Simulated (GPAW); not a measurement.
# CdSe (Cadmoselite) (P6_3mc) in GPAW: a series of runs

One crystal, CdSe (Cadmoselite), is run at these levels: TPSS, M06-L; tasks: relaxation of cell and atoms.

Program: GPAW 26.7.0. These are calculated values, not measurements. Logs are shortened: lines on timing, memory, paths and dates and some standing lists are left out, and cuts for length are marked. The log counts tension as positive stress, the text compression.

### 1 Starting point

It takes space group P6_3mc (No. 186, hexagonal). Conventional cell: a = 4.300 Å, b = 4.300 Å, c = 7.020 Å, α = 90.00°, β = 90.00°, γ = 120.00°. Around Cd (site symmetry 3m) lie 4 Se at 2.61 to 2.70 Å. Around Se (site symmetry 3m) lie 4 Cd at 2.61 to 2.70 Å.

### 2 Relaxation of cell and atoms, TPSS, target pressure 2 GPa, at which the enthalpy is minimised

The input, run.py:

```python
from ase.filters import FrechetCellFilter
from ase.io import read, write
from ase.optimize import BFGS
from ase.units import GPa
from gpaw import GPAW, PW

atoms = read('CdSe.cif')

calc = GPAW(mode=PW(600),
            xc='MGGA_X_TPSS+MGGA_C_TPSS',
            kpts={'size': (5, 5, 3), 'gamma': True},
            occupations={'name': 'fermi-dirac', 'width': 0.05},
            nbands=31,
            convergence={'density': 1e-06, 'energy': 1e-06, 'eigenstates': 1e-10},
            eigensolver='davidson',
            maxiter=150,
            txt='gpaw.txt')
atoms.calc = calc
opt = BFGS(FrechetCellFilter(atoms, scalar_pressure=2 * GPa), trajectory='relax.traj', logfile='-')
done = opt.run(fmax=0.02, steps=60)
calc.write('gs.gpw')
write('result.traj', atoms)
print('Converged:', done)
print('Cell:', atoms.cell.cellpar().round(4))
print('Volume:', round(atoms.get_volume(), 4))
print(atoms.get_scaled_positions().round(5))
```

The input, CdSe.cif:

```cif
data_CdSe
_cell_length_a 4.30000000
_cell_length_b 4.30000000
_cell_length_c 7.02000000
_cell_angle_alpha 90.00000000
_cell_angle_beta 90.00000000
_cell_angle_gamma 120.00000000
_space_group_name_H-M_alt 'P1'
_space_group_name_Hall 'P 1'
_space_group_IT_number 1
loop_
_space_group_symop_operation_xyz
'x,y,z'
loop_
_atom_site_label
_atom_site_type_symbol
_atom_site_symmetry_multiplicity
_atom_site_Wyckoff_symbol
_atom_site_fract_x
_atom_site_fract_y
_atom_site_fract_z
_atom_site_occupancy
Cd1 Cd 1 a 0.6666666667 0.3333333333 0.5000000000 1
Cd2 Cd 1 a 0.3333333333 0.6666666667 0.0000000000 1
Se1 Se 1 a 0.6666666667 0.3333333333 0.8850000000 1
Se2 Se 1 a 0.3333333333 0.6666666667 0.3850000000 1
```

Potentials or basis: GPAW PAW data sets (gpaw-data 1.2.1), pw.

Launch:

```bash
$ OMP_NUM_THREADS=1 python run.py
```

gpaw.txt:

```text
__  _  _
 | _ |_)|_||  |
 |__||  | ||/\| - 26.7.0

Input parameters:
  mode=PW(ecut=600.0),
  convergence={'density': 1e-06, 'energy': 1e-06, 'eigenstates': 1e-10},
  eigensolver=Davidson(niter=2),
  kpts=MonkhorstPack(size=(5, 5, 3), gamma=True),
  maxiter=150,
  nbands=31,
  occupations=Occupations(name='fermi-dirac', width=0.05),
  xc=XC(name='MGGA_X_TPSS+MGGA_C_TPSS')

Diagonalizing LCAO Hamiltonian
Converting LCAO to pw mode

            Se

        Se  Cd

        Cd

Atoms  # Å, Bohr magnetons
|   | symbol |         x |        y |        z |    initial magnetic moments |
|---|--------|-----------|----------|----------|-----------------------------|
| 0 |     Cd |  2.150000 | 1.241303 | 3.510000 | ( 0.0000,  0.0000,  0.0000) |
| 1 |     Cd | -0.000000 | 2.482606 | 0.000000 | ( 0.0000,  0.0000,  0.0000) |
| 2 |     Se |  2.150000 | 1.241303 | 6.212700 | ( 0.0000,  0.0000,  0.0000) |
| 3 |     Se | -0.000000 | 2.482606 | 2.702700 | ( 0.0000,  0.0000,  0.0000) |

Unit cell  # Å
| periodic |         x |        y |        z |  lengths |     angles |
|----------|-----------|----------|----------|----------|------------|
|      yes |  4.300000 | 0.000000 | 0.000000 | 4.300000 |  90.000000 |
|      yes | -2.150000 | 3.723909 | 0.000000 | 4.300000 |  90.000000 |
|      yes |  0.000000 | 0.000000 | 7.020000 | 7.020000 | 120.000000 |

Number of symmetries: 6
Symmetry operations  # r_c * U_cc + t_c -> r_c
|   | kind |            matrix            |
|---|------|------------------------------|
| 0 |  σ   |  1, 1, 0,  0,-1, 0,  0, 0, 1 |
| 1 |  E   |  1, 0, 0,  0, 1, 0,  0, 0, 1 |
| 2 |  C3  |  0, 1, 0, -1,-1, 0,  0, 0, 1 |
| 3 |  σ   |  0,-1, 0, -1, 0, 0,  0, 0, 1 |
| 4 |  σ   | -1, 0, 0,  1, 1, 0,  0, 0, 1 |
| 5 |  C3  | -1,-1, 0,  1, 0, 0,  0, 0, 1 |

BZ-sampling:
  Number of BZ points: 75
  Number of IBZ points: 12
[... 119 lines left out ...]
xc functional:
  name: MGGA_X_TPSS+MGGA_C_TPSS with 2 nearest neighbor stencil

convergence criteria:
- Maximum integral of absolute [dens]ity change: 1e-06 electrons / valence electron
- Maximum [total energy] change in last 3 cyles: 1e-06 eV / valence electron
- Maximum integral of absolute [eigenst]ate change: 1e-10 eV^2 / valence electron
maximum number of iterations: 150

SCF iterations
|iter     | |      energy | eigst |  dens |
|---------|-|-------------|-------|-------|
|iter:   1| |  101.462649 | +1.46 |       |
|iter:   2| |  -38.701204 | +0.77 | -0.75 |
|iter:   3| |  -39.307567 | -0.92 | -1.13 |
|iter:   4| |  -38.665275 | -2.01 | -1.14 |
|iter:   5| |  -38.429074 | -1.87 | -1.33 |
|iter:   6| |  -38.568211 | -1.96 | -1.54 |
|iter:   7| |  -38.555621 | -3.52 | -1.60 |
|iter:   8| |  -38.470450 | -2.81 | -1.66 |
|iter:   9| |  -38.461252 | -3.65 | -1.92 |
|iter:  10| |  -38.459370 | -4.89 | -2.01 |
|iter:  11| |  -38.455671 | -4.77 | -2.06 |
|iter:  12| |  -38.448570 | -3.64 | -2.18 |
|iter:  13| |  -38.449014 | -4.55 | -2.63 |
|iter:  14| |  -38.449131 | -5.57 | -3.32 |
|iter:  15| |  -38.449170 | -5.78 | -3.70 |
|iter:  16| |  -38.449172 | -7.17 | -4.39 |
|iter:  17| |  -38.449173c| -7.14 | -4.73 |
|iter:  18| |  -38.449173c| -8.63 | -5.30 |
|iter:  19| |  -38.449173c| -9.06 | -5.92 |
|iter:  20| |  -38.449173c| -9.94 | -6.19c|
|iter:  21| |  -38.449173c|-10.37c| -6.44c|

Converged in 21 steps
Energy contributions relative to reference atoms: (reference = -436553.300934)

Energy contributions:
  Kinetic:          41.348205
  Coulomb:         -37.218455
  Zero:              0.316346
  External:          0.000000
  Xc:              -42.895266
  Entropy:          -0.000005
  Spinorbit:         0.000000
  ----------------------------
  Free energy:     -38.449176
  Extrapolated:    -38.449173

dipole moment: (0.000006, 0.000010, -18.327232)  # |e|*Ang
[... 26 lines left out ...]
Gap: 0.904 eV
Transition (v -> c):
  (s=0, k=0, n=17, [0.00, 0.00, 0.00]) -> (s=0, k=0, n=18, [0.00, 0.00, 0.00])
No difference between direct/indirect transitions

Stress tensor  # eV/Ang^3
|         x |         y |         z |
|-----------|-----------|-----------|
| -0.019519 |  0.000000 |  0.000000 |
|  0.000000 | -0.019519 |  0.000000 |
|  0.000000 |  0.000000 | -0.005731 |

Forces  # eV/Ang
|       x |        y |        z |
|---------|----------|----------|
| 0.00000 |  0.00000 |  0.26958 |  # Cd   0
| 0.00000 |  0.00000 |  0.26958 |  # Cd   1
| 0.00000 |  0.00000 | -0.26963 |  # Se   2
| 0.00000 | -0.00000 | -0.26964 |  # Se   3

Interpolating wave functions to new cell

            Se

        Se  Cd

        Cd

Atoms  # Å, Bohr magnetons
|   | symbol |         x |        y |        z |    initial magnetic moments |
|---|--------|-----------|----------|----------|-----------------------------|
| 0 |     Cd |  2.151519 | 1.242180 | 3.511471 | ( 0.0000,  0.0000,  0.0000) |
| 1 |     Cd | -0.000000 | 2.484360 | 0.003849 | ( 0.0000,  0.0000,  0.0000) |
| 2 |     Se |  2.151519 | 1.242180 | 6.204642 | ( 0.0000,  0.0000,  0.0000) |
| 3 |     Se | -0.000000 | 2.484360 | 2.697020 | ( 0.0000,  0.0000,  0.0000) |

Unit cell  # Å
| periodic |         x |         y |         z |  lengths |     angles |
|----------|-----------|-----------|-----------|----------|------------|
|      yes |  4.303038 | -0.000000 | -0.000000 | 4.303038 |  90.000000 |
|      yes | -2.151519 |  3.726540 |  0.000000 | 4.303038 |  90.000000 |
|      yes | -0.000000 |  0.000000 |  7.015244 | 7.015244 | 120.000000 |

Number of symmetries: 6
Symmetry operations  # r_c * U_cc + t_c -> r_c
|   | kind |            matrix            |
|---|------|------------------------------|
| 0 |  σ   |  1, 1, 0,  0,-1, 0,  0, 0, 1 |
| 1 |  E   |  1, 0, 0,  0, 1, 0,  0, 0, 1 |
| 2 |  C3  |  0, 1, 0, -1,-1, 0,  0, 0, 1 |
| 3 |  σ   |  0,-1, 0, -1, 0, 0,  0, 0, 1 |
| 4 |  σ   | -1, 0, 0,  1, 1, 0,  0, 0, 1 |
| 5 |  C3  | -1,-1, 0,  1, 0, 0,  0, 0, 1 |

BZ-sampling:
  Number of BZ points: 75
  Number of IBZ points: 12
[... 128 lines left out ...]
SCF iterations
|iter     | |      energy | eigst |  dens |
|---------|-|-------------|-------|-------|
|iter:   1| | -231.757783 |       |       |
|iter:   2| |  -38.216999 | +0.04 | -0.86 |
|iter:   3| |  -38.482976 | -1.08 | -1.91 |
|iter:   4| |  -38.466201 | -1.96 | -1.91 |
|iter:   5| |  -38.456003 | -2.67 | -2.10 |
|iter:   6| |  -38.455982 | -3.44 | -2.39 |
|iter:   7| |  -38.455651 | -4.13 | -2.52 |
|iter:   8| |  -38.455743 | -4.30 | -2.78 |
|iter:   9| |  -38.455833 | -5.34 | -2.97 |
|iter:  10| |  -38.455629 | -5.42 | -2.95 |
|iter:  11| |  -38.455599 | -5.60 | -3.16 |
|iter:  12| |  -38.455583 | -5.84 | -3.38 |
|iter:  13| |  -38.455582c| -6.95 | -3.98 |
|iter:  14| |  -38.455582c| -7.37 | -4.24 |
|iter:  15| |  -38.455582c| -8.23 | -5.05 |
|iter:  16| |  -38.455582c| -9.00 | -5.63 |
|iter:  17| |  -38.455582c| -9.70 | -6.24c|
|iter:  18| |  -38.455582c|-10.42c| -6.64c|

Converged in 18 steps
Energy contributions relative to reference atoms: (reference = -436553.300934)

Energy contributions:
  Kinetic:          41.172531
  Coulomb:         -37.076010
  Zero:              0.316428
  External:          0.000000
  Xc:              -42.868528
  Entropy:          -0.000006
  Spinorbit:         0.000000
  ----------------------------
  Free energy:     -38.455585
  Extrapolated:    -38.455582

dipole moment: (0.000006, 0.000010, -18.264008)  # |e|*Ang
[... 53 lines left out ...]
        Cd

Atoms  # Å, Bohr magnetons
|   | symbol |         x |        y |        z |    initial magnetic moments |
|---|--------|-----------|----------|----------|-----------------------------|
| 0 |     Cd |  2.160382 | 1.247297 | 3.520325 | ( 0.0000,  0.0000,  0.0000) |
| 1 |     Cd | -0.000000 | 2.494594 | 0.026793 | ( 0.0000,  0.0000,  0.0000) |
| 2 |     Se |  2.160382 | 1.247297 | 6.156749 | ( 0.0000,  0.0000,  0.0000) |
| 3 |     Se | -0.000000 | 2.494594 | 2.663220 | ( 0.0000,  0.0000,  0.0000) |

Unit cell  # Å
| periodic |         x |         y |        z |  lengths |     angles |
|----------|-----------|-----------|----------|----------|------------|
|      yes |  4.320764 | -0.000000 | 0.000000 | 4.320764 |  90.000000 |
|      yes | -2.160382 |  3.741891 | 0.000000 | 4.320764 |  90.000000 |
|      yes |  0.000000 |  0.000000 | 6.987062 | 6.987062 | 120.000000 |

Number of symmetries: 6
Symmetry operations  # r_c * U_cc + t_c -> r_c
|   | kind |            matrix            |
|---|------|------------------------------|
| 0 |  σ   |  1, 1, 0,  0,-1, 0,  0, 0, 1 |
| 1 |  E   |  1, 0, 0,  0, 1, 0,  0, 0, 1 |
| 2 |  C3  |  0, 1, 0, -1,-1, 0,  0, 0, 1 |
| 3 |  σ   |  0,-1, 0, -1, 0, 0,  0, 0, 1 |
| 4 |  σ   | -1, 0, 0,  1, 1, 0,  0, 0, 1 |
| 5 |  C3  | -1,-1, 0,  1, 0, 0,  0, 0, 1 |

BZ-sampling:
  Number of BZ points: 75
  Number of IBZ points: 12
[... 218 lines left out ...]
        Cd

Atoms  # Å, Bohr magnetons
|   | symbol |         x |        y |        z |    initial magnetic moments |
|---|--------|-----------|----------|----------|-----------------------------|
| 0 |     Cd |  2.159595 | 1.246843 | 3.519840 | ( 0.0000,  0.0000,  0.0000) |
| 1 |     Cd | -0.000000 | 2.493685 | 0.024794 | ( 0.0000,  0.0000,  0.0000) |
| 2 |     Se |  2.159595 | 1.246843 | 6.161429 | ( 0.0000,  0.0000,  0.0000) |
| 3 |     Se | -0.000000 | 2.493685 | 2.666385 | ( 0.0000,  0.0000,  0.0000) |

Unit cell  # Å
| periodic |         x |         y |         z |  lengths |     angles |
|----------|-----------|-----------|-----------|----------|------------|
|      yes |  4.319189 | -0.000000 | -0.000000 | 4.319189 |  90.000000 |
|      yes | -2.159595 |  3.740528 |  0.000000 | 4.319189 |  90.000000 |
|      yes |  0.000000 |  0.000000 |  6.990089 | 6.990089 | 120.000000 |

Number of symmetries: 6
Symmetry operations  # r_c * U_cc + t_c -> r_c
|   | kind |            matrix            |
|---|------|------------------------------|
| 0 |  σ   |  1, 1, 0,  0,-1, 0,  0, 0, 1 |
| 1 |  E   |  1, 0, 0,  0, 1, 0,  0, 0, 1 |
| 2 |  C3  |  0, 1, 0, -1,-1, 0,  0, 0, 1 |
| 3 |  σ   |  0,-1, 0, -1, 0, 0,  0, 0, 1 |
| 4 |  σ   | -1, 0, 0,  1, 1, 0,  0, 0, 1 |
| 5 |  C3  | -1,-1, 0,  1, 0, 0,  0, 0, 1 |

BZ-sampling:
  Number of BZ points: 75
  Number of IBZ points: 12
[... 197 lines left out ...]
Stress tensor  # eV/Ang^3
|         x |         y |         z |
|-----------|-----------|-----------|
| -0.012474 |  0.000000 |  0.000000 |
|  0.000000 | -0.012474 |  0.000000 |
|  0.000000 |  0.000000 | -0.013076 |

Forces  # eV/Ang
|        x |       y |        z |
|----------|---------|----------|
|  0.00000 | 0.00000 |  0.00548 |  # Cd   0
|  0.00000 | 0.00000 |  0.00548 |  # Cd   1
| -0.00000 | 0.00000 | -0.00542 |  # Se   2
| -0.00000 | 0.00000 | -0.00542 |  # Se   3

# Writing to gs.gpw (mode='')
```

Wall time 4.3 min (1 thread of Intel Xeon Platinum 8488C (Sapphire Rapids), shared host); peak memory 0.73 GiB.

Results:

```
Free energy                                            : -38.4750 eV
Relaxed volume                                         : 28.23 Å³/atom
Relaxed cell                                           : a = 4.319 Å, b = 4.319 Å, c = 6.990 Å, α = 90.00°, β = 90.00°, γ = 120.00°
Space group after relaxing (to 0.05 Å)                 : P6_3mc (No. 186)
Energy change on relaxing (the enthalpy is what falls) : -6.4 meV/atom
Ionic steps                                            : 4
Pressure after relaxing                                : 2.0 GPa
Largest force after relaxing                           : 0.005 eV/Å
Band gap on the k mesh                                 : 0.88 eV, direct
```

Forces on the atoms (eV/Å):
```
Cd   0.000  0.000  0.005
Cd   0.000  0.000  0.005
Se   0.000  0.000 -0.005
Se   0.000  0.000 -0.005
```

Stress tensor (GPa, compression positive):
```
2.00 0.00 0.00
0.00 2.00 0.00
0.00 0.00 2.10
```

Step by step:
| step | energy change (eV) | largest force (eV/Å) | pressure (GPa) | volume (Å³) |
| --- | --- | --- | --- | --- |
| 1 | 0.0000 | 0.2696 | 2.39 | 112.41 |
| 2 | -0.0064 | 0.2324 | 2.32 | 112.49 |
| 3 | -0.0261 | 0.0195 | 2.02 | 112.97 |
| 4 | -0.0258 | 0.0055 | 2.03 | 112.93 |

Final structure:
```xyz
4
Lattice="4.3192 0.0000 0.0000 -2.1596 3.7405 0.0000 0.0000 0.0000 6.9901" Properties=species:S:1:pos:R:3 pbc="T T T"
Cd    2.1596    1.2468    3.5198
Cd    0.0000    2.4937    0.0248
Se    2.1596    1.2468    6.1614
Se    0.0000    2.4937    2.6664
```

Levels at points of the mesh, in eV from the valence-band top:
```csv
k point,band 14,band 15,band 16,band 17,band 18,band 19,band 20,band 21,band 22,band 23
"(0.00, 0.00, 0.00)",-0.78,-0.78,-0.02,0.00,0.00,0.88,2.32,6.02,6.02,6.40
```

Caveat: later steps reuse the first step's grids; the PAW data sets were made with another functional, which shifts forces and pressure a little.

### 3 Relaxation of cell and atoms, M06-L

The input, run.py:

```python
from ase.filters import FrechetCellFilter
from ase.io import read, write
from ase.optimize import BFGS
from gpaw import GPAW, PW

atoms = read('CdSe.xyz')

calc = GPAW(mode=PW(600),
            xc='M06-L',
            kpts={'size': (5, 5, 3), 'gamma': True},
            occupations={'name': 'fermi-dirac', 'width': 0.05},
            nbands=31,
            convergence={'density': 1e-06, 'energy': 1e-06, 'eigenstates': 1e-10},
            maxiter=150,
            txt='gpaw.txt')
atoms.calc = calc
opt = BFGS(FrechetCellFilter(atoms), trajectory='relax.traj', logfile='-')
done = opt.run(fmax=0.05, steps=60)
calc.write('gs.gpw')
write('result.traj', atoms)
print('Converged:', done)
print('Cell:', atoms.cell.cellpar().round(4))
print('Volume:', round(atoms.get_volume(), 4))
print(atoms.get_scaled_positions().round(5))
```

The input, CdSe.xyz:

```xyz
4
Lattice="4.3000000000 0.0000000000 0.0000000000 -2.1500000000 3.7239092363 0.0000000000 0.0000000000 0.0000000000 7.0200000000" Properties=species:S:1:pos:R:3 pbc="T T T"
Cd     2.1500000002      1.2413030786      3.5100000000
Cd    -0.0000000002      2.4826061577      0.0000000000
Se     2.1500000002      1.2413030786      6.2127000000
Se    -0.0000000002      2.4826061577      2.7027000000
```

Potentials or basis: GPAW PAW data sets (gpaw-data 1.2.1), pw.

Launch:

```bash
$ OMP_NUM_THREADS=1 python run.py
```

It took 14 min on 1 thread of AMD EPYC 9R45 (Zen 5), shared host; peak memory 0.88 GiB.

It converged, with:

```yaml
Free_energy: -43.3687 eV
Relaxed_volume: 29.89 Å³/atom
Relaxed_cell: a = 4.401 Å, b = 4.401 Å, c = 7.127 Å, α = 90.00°, β = 90.00°, γ = 120.00°
Space_group_after_relaxing_to_0.05_Å: P6_3mc (No. 186)
Energy_gained_by_relaxing: 22.0 meV/atom
Ionic_steps: 6
Pressure_after_relaxing: 0.0 GPa
Largest_force_after_relaxing: 0.021 eV/Å
Band_gap_on_the_k_mesh: 0.85 eV, direct
```

Forces in eV/Å, atoms in the order of the input:
```
Cd   0.000  0.000 -0.014
Cd   0.000  0.000 -0.014
Se   0.000  0.000  0.021
Se   0.000  0.000  0.021
```

Stress tensor (GPa, compression positive):
```
-0.16  0.00  0.00
 0.00 -0.16  0.00
 0.00  0.00  0.25
```

The path:
```tsv
step	energy change (eV)	largest force (eV/Å)	pressure (GPa)	volume (Å³)
1	0.0000	0.2465	3.34	112.41
2	-0.0183	0.2241	2.88	113.12
3	-0.0842	0.0054	0.58	118.00
4	-0.0866	0.0359	0.22	118.92
5	-0.0871	0.0356	0.13	119.15
6	-0.0879	0.0210	-0.03	119.56
```

Final structure:
```
Cd Se
1.0
     4.40120    0.00000    0.00000
    -2.20060    3.81155    0.00000
     0.00000    0.00000    7.12695
Cd Se
2 2
Direct
  0.66667 0.33333 0.50451
  0.33333 0.66667 0.00451
  0.66667 0.33333 0.88082
  0.33333 0.66667 0.38082
```

Levels at points of the mesh, in eV from the valence-band top:
```csv
k point,band 16,band 17,band 18,band 19,band 20,band 21
"(0.00, 0.00, 0.00)",-0.02,0.00,0.00,0.85,2.48,6.22
```

Caveat: later steps reuse the first step's grids; the PAW data sets were made with another functional, which shifts forces and pressure a little.
